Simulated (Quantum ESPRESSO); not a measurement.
Input of a Quantum ESPRESSO 7.5 run:

Contents of pw.in:

```
&CONTROL
  calculation = 'scf'
  prefix = 'pwscf'
  outdir = './tmp'
  pseudo_dir = './pseudo'
  tprnfor = .true.
  disk_io = 'low'
/
&SYSTEM
  ibrav = 0
  celldm(1) = 8
  nat = 5
  ntyp = 2
  ecutwfc = 74
  nbnd = 27
  occupations = 'smearing'
  smearing = 'fd'
  degauss = 0.00367493
/
&ELECTRONS
  conv_thr = 5d-09
  electron_maxstep = 150
  mixing_beta = 0.3
  mixing_mode = 'local-TF'
/
ATOMIC_SPECIES
S     32.0600 S.upf
W    183.8400 W.upf
CELL_PARAMETERS alat
  0.7519967530608   0.0000000000000   0.0000000000000
 -0.3759983765440   0.6512482917219   0.0000000000000
  0.0000000000000   0.0000000000000  10.8144850192355
ATOMIC_POSITIONS crystal
S      0.6666666700    0.3333333400    0.1638190111
S      0.6666666700    0.3333333400    0.4659374011
W      0.3333333300    0.6666666600    0.5000000000
S      0.6666666700    0.3333333400    0.5340625989
S      0.6666666700    0.3333333400    0.8361809889
K_POINTS automatic
10 10 1 0 0 0
```

File pp_density.in:

```
&INPUTPP
  prefix = 'pwscf'
  outdir = './tmp'
  filplot = 'density.dat'
  plot_num = 0
/
&PLOT
  nfile = 1
  filepp(1) = 'density.dat'
  iflag = 3
  output_format = 6
  fileout = 'density.cube'
/
```

File pp_potential.in:

```
&INPUTPP
  prefix = 'pwscf'
  outdir = './tmp'
  filplot = 'potential.dat'
  plot_num = 11
/
&PLOT
  nfile = 1
  filepp(1) = 'potential.dat'
  iflag = 3
  output_format = 6
  fileout = 'potential.cube'
/
```

File pp_elf.in:

```
&INPUTPP
  prefix = 'pwscf'
  outdir = './tmp'
  filplot = 'elf.dat'
  plot_num = 8
/
&PLOT
  nfile = 1
  filepp(1) = 'elf.dat'
  iflag = 3
  output_format = 6
  fileout = 'elf.cube'
/
```

Potentials or basis: PseudoDojo 0.4.1 SR PBE standard.

Launch:

```bash
$ OMP_NUM_THREADS=1 mpirun -n 2 pw.x -nk 2 -in pw.in > pw.out
$ OMP_NUM_THREADS=1 mpirun -n 1 pp.x -in pp_density.in > pp_density.out
$ OMP_NUM_THREADS=1 mpirun -n 1 pp.x -in pp_potential.in > pp_potential.out
$ OMP_NUM_THREADS=1 mpirun -n 1 pp.x -in pp_elf.in > pp_elf.out
```

Predict the work function of the upper face.

7.04 eV.

Predict the work function of the lower face.

7.04 eV.

Estimate the largest force.

0.251 eV/Å.

Forces in eV/Å, atoms in the order of the input:
```
S    0.000  0.000  0.000
S    0.000  0.000 -0.251
W    0.000  0.000  0.000
S    0.000  0.000  0.251
S    0.000  0.000  0.000
```

The run has no spin-orbit coupling, so splittings on W are missing.
